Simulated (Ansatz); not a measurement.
**From the elastic tensor of AlFe to moduli and sound speeds**

Computed with DFT PBE, scalar-relativistic, plane waves, PAW in Ansatz. Cutoff 420 eV, 20×20×20 k-points (Γ-centred), Gaussian smearing of 0.20 eV. Collinear spin, site moments 0.0, 0.7 μB.

Space group Pm-3m (No. 221), cubic, a = 2.876 Å. Around Al lie 8 Fe at 2.49 Å and 6 Al at 2.88 Å; Fe has 8 Al at 2.49 Å and 6 Fe at 2.88 Å.

It was relaxed at this level from a cell as deposited in COD. In a metal, frequencies and elastic constants depend on the k mesh and the smearing, soft modes and shear constants most.

Relaxed-ion constants (GPa, on the Cartesian axes of the calculation):
C11 = 246.1, C12 = 139.0, C13 = 139.0, C22 = 246.1, C23 = 139.0, C33 = 246.1, C44 = 138.7, C55 = 138.7, C66 = 138.7 GPa; the others vanish.

Density 5.785 g/cm³; 2 atoms in 23.78 Å³.

* Bulk modulus, Voigt / Reuss / Hill: 174.7 / 174.7 / 174.7 GPa
* Shear modulus, Voigt / Reuss / Hill: 104.6 / 84.7 / 94.7 GPa
* Young's modulus: 241 GPa
* Poisson ratio: 0.270
* Pugh ratio B/G: 1.85 (over 1.75, the rule of thumb for ductile)
* Universal anisotropy index: 1.17
* Longitudinal and transverse sound speeds: 7213 and 4046 m/s
* Debye temperature from the mean sound speed: 587 K
